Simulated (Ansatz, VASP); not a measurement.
# Si6C: VASP beside Ansatz

```xyz
7
Lattice="0.0000 3.6631 3.6631 3.6631 0.0000 3.6631 3.6631 3.6631 0.0000" Properties=species:S:1:pos:R:3 pbc="T T T"
Si    1.8315    1.8315    3.6631
Si    1.8315    3.6631    1.8315
Si    1.8315    1.8315    0.0000
Si    1.8315    0.0000    1.8315
Si    3.6631    1.8315    1.8315
Si    0.0000    1.8315    1.8315
C     0.0000    0.0000    0.0000
```

Change from the starting cell: species swapped into the Zn6Mo type (Fm-3m, No. 225).

Alike in both runs: functional PBE; k mesh 4 × 4 × 4; occupations gaussian, width 0.1 eV; no spin polarisation.

Ansatz relaxed the structure, and its values are those at the end. VASP's run is a single point on that final structure, the one shown.

```csv
,VASP,Ansatz
version,VASP 6.6.1,Ansatz 0.2.0
potentials or method,"VASP PAW PBE potentials, release 64 (Si, C)","scalar-relativistic, plane waves, PAW"
plane-wave cutoff (eV),520,420
valence electrons in the cell,28,28
```

|  | VASP | Ansatz | Ansatz less VASP |
| --- | --- | --- | --- |
| gap on the k mesh at the Fermi level (eV) | none | none | - |
| pressure (GPa) | 0.3 | 0.3 | +0.04 |

A gap of «none» marks a metal or a gap that the smearing closes.

Caveats: the k mesh is coarse (spacing up to 0.37 Å⁻¹), so the values aren't converged.
